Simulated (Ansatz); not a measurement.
A run of Ansatz 0.2.0:

input.yaml

```yaml
crystal:
  lattice:
    - [3.169, 0.0, 0.0]
    - [-1.5845, 2.7444345046, 0.0]
    - [0.0, 0.0, 12.324]
  atoms:
    - { symbol: Mo, position: [0.6666666667, 0.3333333333, 0.75] }
    - { symbol: Mo, position: [0.3333333333, 0.6666666667, 0.25] }
    - { symbol: S, position: [0.6666666667, 0.3333333333, 0.377] }
    - { symbol: S, position: [0.3333333333, 0.6666666667, 0.877] }
    - { symbol: S, position: [0.6666666667, 0.3333333333, 0.123] }
    - { symbol: S, position: [0.3333333333, 0.6666666667, 0.623] }
hamiltonian:
  xc: pbesol
  pseudopotentials: { kind: paw }
kpoints:
  mp_grid: { grid: [10, 10, 3] }
scf:
  occupations: { method: fermi_dirac, width: 0.05 }
output:
  forces: true
  stress: true
  eigenvalues: true
  write_density: true
  write_potential: true
  elf: true
  volumetric_format: npy
relax:
  f_tol: 0.01
  max_steps: 40
  cell: { stress_tol: 0.05, p_target: 2.0 }
```

Potentials or basis: Ansatz PAW.

Launch:

```sh
$ ansatz run input.yaml --threads 2 --pin off --max-ram 5632MiB --backend cpu --events-out ev --progress --plain --runs-dir out
```

Hardware: 2 threads of AMD EPYC 9R45 96-Core Processor (Zen 5), with other jobs on the host.

Problem. How long does it take, and how much memory?

Solution. Wall time 7 s on 2 threads of AMD EPYC 9R45 96-Core Processor (Zen 5), with other jobs on the host, peak memory 0.5 GiB. Counts: scf iterations 44, plane waves 1997, k points 28, bands 32, ion steps 6.
